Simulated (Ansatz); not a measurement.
Runs of Ansatz 0.2.0 on C. It takes space group Fd-3m (No. 227, cubic). Conventional cell: a = 3.567 Å, b = 3.567 Å, c = 3.567 Å, α = 90.00°, β = 90.00°, γ = 90.00°. Around C (site symmetry -43m) lie 4 C at 1.54 Å. This isn't the form of C at room conditions, which is graphite.

```csv
task,level,potentials or basis,cell,k mesh,cutoff (eV),smearing,driver,delta,atoms under strain,other keys,mesh quality,gap on the mesh (eV),pressure (GPa)
atomic charges,revPBE+D3(BJ)-ATM,JTH PAW,as given,13 × 13 × 13,780,gaussian 0.1 eV,-,-,-,-,not flagged,4.13,-4.4
single point,BLYP+D3(BJ),Ansatz PAW earlier set,"atoms moved at random, drawn with an rms of 0.02 Å",10 × 10 × 10,600,tetrahedron,chain,-,-,basis.ecutwfc = 600 eV; scf.occupations.width = left out; …,not flagged,3.87,1.5
electric field gradients,HSE06+D4,JTH PAW LDA,as given,8 × 8 × 8,780,fermi-dirac 0.15 eV,chain,-,-,-,not flagged,5.28,(b)
single point,HSE06,Ansatz PAW,as given,7 × 7 × 7,420,fixed,calculator,-,-,crystal.symmetry = detect False,coarse,(a),-8.2
```

Alike in all rows: no spin polarisation.

Problem. Fill in the values left out.

Solution. (a) 5.41; (b) -13.8.

Caveats: some runs use coarse meshes; odd divisions of the mesh miss points on the zone boundary, where band edges often lie, so the gap on the mesh can be too wide (some runs); the PAW data sets were made with another functional, which shifts forces and pressure a little (some runs); the thresholds are loose for stress (some runs); the potentials were made for another functional, which shifts forces and pressure (some runs); with tetrahedron occupations forces and stress needn't match the slope of the energy (some runs); the cutoff lies under the one recommended for these potentials (some runs).

A k mesh can miss the band edges.

Runs at the PBE level aren't shown here.
